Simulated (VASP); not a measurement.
# TiO2 (Anatase) (I4_1/amd) in VASP: notebook

Runs on TiO2 (Anatase). Level: LDA. Tasks: relaxation of cell and atoms.

All numbers are computed with VASP 6.6.1; they aren't measurements. Logs are shortened: lines on timing, memory, paths and dates and some standing lists are left out, and cuts for length are marked.

### 1 The crystal as given

The structure is tetragonal, space group I4_1/amd (No. 141). The conventional cell has a = 3.745 Å, b = 3.745 Å, c = 9.457 Å, α = 90.00°, β = 90.00°, γ = 90.00°. Ti (site symmetry -4m2) has 6 O at 1.91 to 1.97 Å as nearest neighbours. Around O (site symmetry 2mm) lie 3 Ti at 1.91 to 1.97 Å.

### 2 Relaxation of cell and atoms, LDA

The input, INCAR:

```
SYSTEM = TiO2
PREC     = Accurate       ! precision mode
ENCUT    = 600            ! plane-wave cutoff, eV
EDIFF    = 1E-7           ! SCF threshold, eV
ISMEAR   = 0              ! smearing method
SIGMA    = 0.03           ! smearing width, eV
LREAL    = .False.        ! projectors in reciprocal space
LASPH    = .True.         ! aspherical terms in the spheres
NELM     = 80             ! most SCF steps
ALGO     = Normal         ! electronic algorithm
ISIF     = 3              ! what is computed and relaxed
LWAVE    = .False.        ! write WAVECAR
LCHARG   = .False.        ! write CHGCAR
IBRION   = 2              ! ionic algorithm
NSW      = 90             ! ionic steps
EDIFFG   = -0.005         ! ionic threshold
KPAR     = 2
```

The input, KPOINTS:

```
regular mesh
0
Gamma
  10 10 10
  0 0 0
```

The input, POSCAR:

```
TiO2                                    
1.0
   -1.8726581781      1.8726581781      4.7286320851
    1.8726581781     -1.8726581781      4.7286320851
    1.8726581781      1.8726581781     -4.7286320851
  Ti              O             
     2     4
Direct
     0.0000000000000000    0.0000000000000000    0.0000000000000000
     0.7500000000000000    0.2500000000000000    0.5000000000000000
     0.2081656994928678    0.2081656994928678    1.0000000000000000
     0.9581656994928677    0.4581656994928678    0.5000000000000000
     0.5418343005071323    0.0418343005071322    0.5000000000000000
     0.7918343005071323    0.7918343005071323    0.0000000000000000
```

Potentials or basis: VASP PAW LDA potentials, release 64 (Ti_sv, O).

Launch:

```sh
> cat potpaw_LDA.64/Ti_sv/POTCAR potpaw_LDA.64/O/POTCAR > POTCAR
> mpirun -np 2 vasp_std > vasp.out
```

OUTCAR:

```text
SYSTEM = TiO2
   PREC = Accurate
   ENCUT = 600
   EDIFF = 1E-7
   ISMEAR = 0
   LREAL = .False.
   LASPH = .True.
   NELM = 80
   ISIF = 3
   IBRION = 2
   NSW = 90
   EDIFFG = -0.005

 ion  position               nearest neighbor table
   1  0.000  0.000  0.000-   5 1.91   4 1.91   5 1.91   4 1.91   3 1.97   6 1.97
   2  0.750  0.250  0.500-   6 1.91   3 1.91   6 1.91   3 1.91   4 1.97   5 1.97
   3  0.208  0.208  0.000-   2 1.91   2 1.91   1 1.97
   4  0.958  0.458  0.500-   1 1.91   1 1.91   2 1.97
   5  0.542  0.042  0.500-   1 1.91   1 1.91   2 1.97
   6  0.792  0.792  0.000-   2 1.91   2 1.91   1 1.97

  LATTYP: Found a body centered tetragonal cell.
 ALAT       =     3.7453163562
 C/A-ratio  =     2.5250908791

  Lattice vectors:

 A1 = (  -1.8726581781,   1.8726581781,   4.7286320851)
 A2 = (   1.8726581781,  -1.8726581781,   4.7286320851)
 A3 = (   1.8726581781,   1.8726581781,  -4.7286320851)

Analysis of symmetry for initial positions (statically):
=====================================================================
 Subroutine PRICEL returns:
 Original cell was already a primitive cell.

 Routine SETGRP: Setting up the symmetry group for a
 body centered tetragonal supercell.

 Subroutine GETGRP returns: Found 16 space group operations
 (whereof  8 operations were pure point group operations)
 out of a pool of 16 trial point group operations.

The static configuration has the point symmetry D_2d.
 The point group associated with its full space group is D_4h.

Analysis of symmetry for dynamics (positions and initial velocities):
=====================================================================
 Subroutine PRICEL returns:
 Original cell was already a primitive cell.

 Routine SETGRP: Setting up the symmetry group for a
 body centered tetragonal supercell.

 Subroutine GETGRP returns: Found 16 space group operations
 (whereof  8 operations were pure point group operations)
 out of a pool of 16 trial point group operations.

The dynamic configuration has the point symmetry D_2d.
 The point group associated with its full space group is D_4h.

 Subroutine INISYM returns: Found 16 space group operations
 (whereof  8 operations are pure point group operations),
 and found     1 'primitive' translations

----------------------------------------------------------------------------------------

                                     Primitive cell

  volume of cell :      66.3304

  direct lattice vectors                    reciprocal lattice vectors
    -1.872658178  1.872658178  4.728632085     0.000000000  0.267000142  0.105738825
     1.872658178 -1.872658178  4.728632085     0.267000142  0.000000000  0.105738825
     1.872658178  1.872658178 -4.728632085     0.267000142  0.267000142  0.000000000

  length of vectors
     5.419747107  5.419747107  5.419747107     0.287175513  0.287175513  0.377595222

  position of ions in fractional coordinates (direct lattice)
     0.000000000  0.000000000  0.000000000
     0.750000000  0.250000000  0.500000000
     0.208165699  0.208165699  0.000000000
     0.958165699  0.458165699  0.500000000
     0.541834301  0.041834301  0.500000000
     0.791834301  0.791834301  0.000000000

  ion indices of the primitive-cell ions
   primitive index   ion index
                 1           1
                 2           2
                 3           3
                 4           4
                 5           5
                 6           6

----------------------------------------------------------------------------------------

 KPOINTS: regular mesh

Automatic generation of k-mesh.
 Grid dimensions read from file:
 generate k-points for:   10   10   10

 Generating k-lattice:

  Cartesian coordinates                     Fractional coordinates (reciprocal lattice)
     0.000000000  0.026700014  0.010573882     0.100000000 -0.000000000  0.000000000
     0.026700014  0.000000000  0.010573882    -0.000000000  0.100000000  0.000000000
     0.026700014  0.026700014  0.000000000     0.000000000  0.000000000  0.100000000

  Length of vectors
     0.028717551  0.028717551  0.037759522

  Shift w.r.t. Gamma in fractional coordinates (k-lattice)
     0.000000000  0.000000000  0.000000000

 Subroutine IBZKPT returns following result:
 ===========================================

 Found    102 irreducible k-points:

 Following reciprocal coordinates:
            Coordinates               Weight
  0.000000  0.000000  0.000000      1.000000
  0.100000 -0.000000  0.000000      8.000000
  0.200000 -0.000000  0.000000      8.000000
  0.300000 -0.000000  0.000000      8.000000
  0.400000 -0.000000  0.000000      8.000000
  0.500000 -0.000000  0.000000      4.000000
[... 16 lines left out ...]
  0.300000  0.300000  0.000000      8.000000
  0.400000  0.300000  0.000000     16.000000
 [... further k-points ...]
   k-points           NKPTS =    102   k-points in BZ     NKDIM =    102   number of bands    NBANDS=     28
   number of dos      NEDOS =    301   number of ions     NIONS =      6
   total plane-waves  NPLWV = 110592
   dimension x,y,z NGX =    48 NGY =   48 NGZ =   48
   dimension x,y,z NGXF=    96 NGYF=   96 NGZF=   96
   ions per type =               2   4
   NGX,Y,Z   is equivalent  to a cutoff of  14.72, 14.72, 14.72 a.u.
   NGXF,Y,Z  is equivalent  to a cutoff of  29.45, 29.45, 29.45 a.u.
 SYSTEM =  TiO2
   PREC   = accura    normal or accurate (medium, high low for compatibility)
   ISTART =      0    job   : 0-new  1-cont  2-samecut
   ICHARG =      2    charge: 1-file 2-atom 10-const
   ISPIN  =      1    spin polarized calculation?
   LNONCOLLINEAR =      F non collinear calculations
   LSORBIT =      F    spin-orbit coupling
   LASPH  =      T    aspherical Exc in radial PAW
   ENCUT  =  600.0 eV  44.10 Ry    6.64 a.u.  10.82 10.82 10.82*2*pi/ulx,y,z
   NELM   =     80;   NELMIN=  2; NELMDL= -5     # of ELM steps
   EDIFF  = 0.1E-06   stopping-criterion for ELM
   LREAL  =      F    real-space projection
   EDIFFG = -.5E-02   stopping-criterion for IOM
   NSW    =     90    number of steps for IOM
   IBRION =      2    ionic relax: 0-MD 1-quasi-New 2-CG
   NFREE  =      1    steps in history (QN), initial steepest desc. (CG)
   ISIF   =      3    stress and relaxation
   ISYM   =      2    0-nonsym 1-usesym 2-fastsym
   POTIM  = 0.5000    time-step for ionic-motion
   TEBEG  =    0.0;   TEEND  =   0.0 temperature during run
   PSTRESS=    0.0 pullay stress
   NELECT =      48.0000    total number of electrons
   NUPDOWN=      -1.0000    fix difference up-down
   EMIN   =  10.00;   EMAX   =-10.00  energy-range for DOS
   EFERMI =   0.00;   METHOD = LEGACY
   ISMEAR =     0;   SIGMA  =   0.03  broadening in eV -4-tet -1-fermi 0-gaus
   EFERMI_NEDOS =   21; number of points for ismear=-14 and -15
   IALGO  =     38    algorithm
   IMIX   =      4    mixing-type and parameters
     AMIX     =   0.40;   BMIX     =  1.00
     AMIX_MAG =   1.60;   BMIX_MAG =  1.00
  volume/ion in A,a.u.               =      11.06        74.60
  Fermi-wavevector in a.u.,A,eV,Ry     =   1.469776  2.777473 29.391858  2.160241
  Thomas-Fermi vector in A             =   2.585112
   LORBIT       =      0    0 simple, 1 ext, 2 COOP (PROOUT), +10 PAW based schemes
   GGA     = CA    functional components
   LHFCALC =     F    Hartree Fock is set to
   AEXX    =    0.0000 exact exchange contribution
   IVDW    =     0    specifies the selected vdW correction
   LEPSILON=     F    determine dielectric tensor
   LRPA    =     F    only Hartree local field effects (RPA)
 conjugate gradient relaxation of ions
 non-spin polarized calculation
 Gauss-broadening in eV      SIGMA  =   0.03
  energy-cutoff  :      600.00
  volume of cell :       66.33
 maximum number of plane-waves:      2274
 NGX is ok and might be reduce to    48
   NGX = 21   NGY = 21   NGZ = 21

--------------------------------------- Ionic step        1  -------------------------------------------

 number of electron      47.9999996 magnetization

 Free energy of the ion-electron system (eV)
  ---------------------------------------------------
  ext. energy  EPLUGINS =         0.00000000
  ---------------------------------------------------
  free energy    TOTEN  =       -58.84659938 eV

  energy without entropy =      -58.84659938  energy(sigma->0) =      -58.84659938

------------------------ aborting loop because EDIFF is reached ----------------------------------------

  FORCE on cell =-STRESS in cart. coord.  units (eV):
  Direction    XX          YY          ZZ          XY          YZ          ZX
  --------------------------------------------------------------------------------------
  -------------------------------------------------------------------------------------
  Total        0.0468400      0.0468400      0.0453663      0.0000000      0.0000000      0.0000000
  in kB        1.1313956      1.1313956      1.0958014      0.0000000      0.0000000      0.0000000
  external PRESSURE =       1.1195309 kB  Pullay stress =       0.0000000 kB
[... 65 lines left out ...]
  energy  without entropy=      -58.8465883084  energy(sigma->0) =      -58.84658831

--------------------------------------- Ionic step        3  -------------------------------------------

 number of electron      47.9999996 magnetization

 Free energy of the ion-electron system (eV)
  ---------------------------------------------------
  ext. energy  EPLUGINS =         0.00000000
  ---------------------------------------------------
  free energy    TOTEN  =       -58.84661069 eV

  energy without entropy =      -58.84661069  energy(sigma->0) =      -58.84661069

 E-fermi :   3.6343     XC(G=0): -11.4774

 val. band max:        3.3323864736   @ k =  -0.4000   0.4000   0.0000
 cond. band min:       5.3935661686   @ k =   0.0000   0.0000   0.0000
 fundamental gap:      2.0611796950
 Fermi energy:         3.6343234317

 k-point     1 :       0.0000    0.0000    0.0000
  band No.  band energies     occupation
      1     -52.2240      2.00000
      2     -52.1512      2.00000
      3     -29.1449      2.00000
      4     -28.8707      2.00000
      5     -28.8707      2.00000
      6     -28.7887      2.00000
[... 733 lines left out ...]
     27       6.9602      0.00000
     28       7.1074      0.00000

 [... further k-points ...]

------------------------ aborting loop because EDIFF is reached ----------------------------------------

  FORCE on cell =-STRESS in cart. coord.  units (eV):
  Direction    XX          YY          ZZ          XY          YZ          ZX
  --------------------------------------------------------------------------------------
  -------------------------------------------------------------------------------------
  Total       -0.0012829     -0.0012829     -0.0090713      0.0000000      0.0000000      0.0000000
  in kB       -0.0309726     -0.0309726     -0.2190088      0.0000000      0.0000000      0.0000000
  external PRESSURE =      -0.0936513 kB  Pullay stress =       0.0000000 kB
[... 21 lines left out ...]
  FREE ENERGIE OF THE ION-ELECTRON SYSTEM (eV)
  ---------------------------------------------------
  free  energy   TOTEN  =       -58.8466106919 eV

  energy  without entropy=      -58.8466106919  energy(sigma->0) =      -58.84661069

 reached required accuracy - stopping structural energy minimisation
```

Wall time 3.8 min (2 MPI ranks of Intel Xeon 6975P-C (Granite Rapids), shared host); peak memory 0.39 GiB.

What came out:

```yaml
Free_energy: -58.8466 eV
Relaxed_volume: 11.06 Å³/atom
Relaxed_cell: a = 5.421 Å, b = 5.421 Å, c = 5.421 Å, α = 139.57°, β = 139.57°, γ = 58.50°
Space_group_after_relaxing_to_0.05_Å: I4_1/amd (No. 141)
Energy_gained_by_relaxing: 0.0 meV/atom
Ionic_steps: 3
Pressure_after_relaxing: 0.0 GPa
Band_gap_on_the_k_mesh: 2.06 eV, indirect (least direct gap 2.41 eV)
```

Final structure:
```yaml
crystal:
  lattice:
    - [-1.87295, 1.87295, 4.72936]
    - [1.87295, -1.87295, 4.72936]
    - [1.87295, 1.87295, -4.72936]
  atoms:
    - { symbol: Ti, position: [0.00000, 0.00000, 0.00000] }
    - { symbol: Ti, position: [0.75000, 0.25000, 0.50000] }
    - { symbol: O, position: [0.20817, 0.20817, 0.00000] }
    - { symbol: O, position: [0.95817, 0.45817, 0.50000] }
    - { symbol: O, position: [0.54183, 0.04183, 0.50000] }
    - { symbol: O, position: [0.79183, 0.79183, 0.00000] }
```

Levels at points of the mesh, in eV from the valence-band top:
```tsv
k point	band 21	band 22	band 23	band 24	band 25	band 26	band 27	band 28
(0.00, 0.00, 0.00)	-0.76	-0.76	-0.50	-0.50	2.06	2.86	4.07	4.07
(0.50, 0.00, 0.00)	-2.03	-1.02	-0.82	-0.65	3.27	3.61	3.63	3.74
(0.50, 0.50, 0.00)	-2.17	-2.17	-0.03	-0.03	3.39	3.39	3.91	3.91
(0.50, 0.50, 0.50)	-1.28	-1.28	-0.11	-0.11	2.45	2.45	3.84	3.84
```

### 3 Relaxation of cell and atoms, LDA

This run uses another cell than the first one, of 11.35 Å³/atom, 1.027 times its volume.

The input, INCAR:

```
PREC     = Accurate       # precision mode
ENCUT    = 600            # plane-wave cutoff, eV
EDIFF    = 1E-6           # SCF threshold, eV
ISMEAR   = 0              # smearing method
SIGMA    = 0.03           # smearing width, eV
LREAL    = F              # projectors in reciprocal space
LASPH    = T              # aspherical terms in the spheres
NELM     = 80             # most SCF steps
ALGO     = Normal         # electronic algorithm
ISIF     = 3              # what is computed and relaxed
LWAVE    = F              # write WAVECAR
LCHARG   = F              # write CHGCAR
GGA      = CA             # functional
IBRION   = 2              # ionic algorithm
NSW      = 90             # ionic steps
EDIFFG   = -0.01          # ionic threshold
KPAR     = 2
```

The input, KPOINTS:

```
regular mesh
0
Gamma
  10 10 10
```

The input, POSCAR:

```
TiO2
1.0
   -1.8921000000      1.8921000000      4.7573000000
    1.8921000000     -1.8921000000      4.7573000000
    1.8921000000      1.8921000000     -4.7573000000
Ti O
2 4
Direct
    0.0000000000      0.0000000000      0.0000000000
    0.7500000000      0.2500000000      0.5000000000
    0.2081000000      0.2081000000      0.0000000000
    0.9581000000      0.4581000000      0.5000000000
    0.5419000000      0.0419000000      0.5000000000
    0.7919000000      0.7919000000      0.0000000000
```

Potentials or basis: VASP PAW LDA potentials, release 64 (Ti_sv, O).

Launch:

```sh
> cat potpaw_LDA.64/Ti_sv/POTCAR potpaw_LDA.64/O/POTCAR > POTCAR
> mpirun -np 2 vasp_std > vasp.out
```

Wall time 14 min (2 MPI ranks of Intel Xeon Platinum 8259CL at 2.50GHz (Skylake/Cascade Lake), shared host); peak memory 0.39 GiB.

It converged, with:

```yaml
Free_energy: -58.8517 eV
Relaxed_volume: 11.06 Å³/atom
Relaxed_cell: a = 5.420 Å, b = 5.420 Å, c = 5.420 Å, α = 139.57°, β = 139.57°, γ = 58.50°
Space_group_after_relaxing_to_0.05_Å: I4_1/amd (No. 141)
Energy_gained_by_relaxing: 5.6 meV/atom
Ionic_steps: 6
Pressure_after_relaxing: 0.1 GPa
Largest_force_after_relaxing: 0.003 eV/Å
Band_gap_on_the_k_mesh: 2.06 eV, indirect (least direct gap 2.41 eV)
```

Forces in eV/Å, atoms in the order of the input:
```
Ti   0.000  0.000  0.000
Ti   0.000  0.000  0.000
O    0.000  0.000  0.003
O    0.000  0.000  0.003
O    0.000  0.000 -0.003
O    0.000  0.000 -0.003
```

Step by step:
```tsv
step	energy change (eV)	largest force (eV/Å)	pressure (GPa)	volume (Å³)
1	0.0000	0.0899	-5.77	68.13
2	0.0280	0.3180	8.76	64.17
3	-0.0325	0.0757	-0.06	66.42
4	-0.0325	0.0794	0.01	66.38
5	-0.0333	0.0232	0.06	66.31
6	-0.0334	0.0030	0.07	66.33
```

Final structure:
```
CELL_PARAMETERS angstrom
-1.87266 1.87266 4.72863
1.87266 -1.87266 4.72863
1.87266 1.87266 -4.72863
ATOMIC_POSITIONS crystal
Ti 0.00000 0.00000 0.00000
Ti 0.75000 0.25000 0.50000
O 0.20817 0.20817 0.00000
O 0.95817 0.45817 0.50000
O 0.54183 0.04183 0.50000
O 0.79183 0.79183 0.00000
```

Levels at points of the mesh, in eV from the valence-band top:
| k point | band 20 | band 21 | band 22 | band 23 | band 24 | band 25 | band 26 | band 27 | band 28 |
| --- | --- | --- | --- | --- | --- | --- | --- | --- | --- |
| (0.00, 0.00, 0.00) | -0.78 | -0.76 | -0.76 | -0.50 | -0.50 | 2.06 | 2.86 | 4.07 | 4.07 |
| (0.50, 0.00, 0.00) | -2.08 | -2.03 | -1.02 | -0.82 | -0.65 | 3.27 | 3.61 | 3.63 | 3.74 |
| (0.50, 0.50, 0.00) | -2.75 | -2.17 | -2.17 | -0.03 | -0.03 | 3.39 | 3.39 | 3.91 | 3.91 |
| (0.50, 0.50, 0.50) | -1.39 | -1.28 | -1.28 | -0.11 | -0.11 | 2.45 | 2.45 | 3.85 | 3.85 |

### 4 Relaxation of cell and atoms, LDA

INCAR, as its differences from that of step 3:

```diff
@@ -2,3 +2,3 @@
 ENCUT    = 600            # plane-wave cutoff, eV
-EDIFF    = 1E-6           # SCF threshold, eV
+EDIFF    = 1E-7           # SCF threshold, eV
 ISMEAR   = 0              # smearing method
@@ -15,3 +15,3 @@
 NSW      = 90             # ionic steps
-EDIFFG   = -0.01          # ionic threshold
+EDIFFG   = -0.005         # ionic threshold
 KPAR     = 2
```

KPOINTS is that of step 3.

The input, POSCAR:

```
TiO2                                    
1.0
   -1.8726581781      1.8726581781      4.7286320851
    1.8726581781     -1.8726581781      4.7286320851
    1.8726581781      1.8726581781     -4.7286320851
  Ti              O             
     2     4
Direct
     0.0000000000000000    0.0000000000000000    0.0000000000000000
     0.7500000000000000    0.2500000000000000    0.5000000000000000
     0.2081656994928678    0.2081656994928678    1.0000000000000000
     0.9581656994928677    0.4581656994928678    0.5000000000000000
     0.5418343005071323    0.0418343005071322    0.5000000000000000
     0.7918343005071323    0.7918343005071323    0.0000000000000000
```

Launch:

```sh
> cat potpaw_LDA.64/Ti_sv/POTCAR potpaw_LDA.64/O/POTCAR > POTCAR
> mpirun -np 2 vasp_std > vasp.out
```

Run time: 8.8 min. Hardware: 2 MPI ranks of Intel Xeon Platinum 8259CL at 2.50GHz (Skylake/Cascade Lake), shared host; peak memory 0.38 GiB.

The run converged. Its results:

```
Free energy                            : -58.8466 eV
Relaxed volume                         : 11.06 Å³/atom
Relaxed cell                           : a = 5.421 Å, b = 5.421 Å, c = 5.421 Å, α = 139.57°, β = 139.57°, γ = 58.50°
Space group after relaxing (to 0.05 Å) : I4_1/amd (No. 141)
Energy gained by relaxing              : 0.0 meV/atom
Ionic steps                            : 3
Pressure after relaxing                : 0.0 GPa
Band gap on the k mesh                 : 2.06 eV, indirect (least direct gap 2.41 eV)
```

Final structure:
```
CELL_PARAMETERS angstrom
-1.87295 1.87295 4.72936
1.87295 -1.87295 4.72936
1.87295 1.87295 -4.72936
ATOMIC_POSITIONS crystal
Ti 0.00000 0.00000 0.00000
Ti 0.75000 0.25000 0.50000
O 0.20817 0.20817 0.00000
O 0.95817 0.45817 0.50000
O 0.54183 0.04183 0.50000
O 0.79183 0.79183 0.00000
```

Levels at points of the mesh, in eV from the valence-band top:
```
           k point  band 22  band 23  band 24  band 25  band 26  band 27
(0.00, 0.00, 0.00)    -0.76    -0.50    -0.50     2.06     2.86     4.07
(0.50, 0.00, 0.00)    -1.02    -0.82    -0.65     3.27     3.61     3.63
(0.50, 0.50, 0.00)    -2.17    -0.03    -0.03     3.39     3.39     3.91
(0.50, 0.50, 0.50)    -1.28    -0.11    -0.11     2.45     2.45     3.84
```
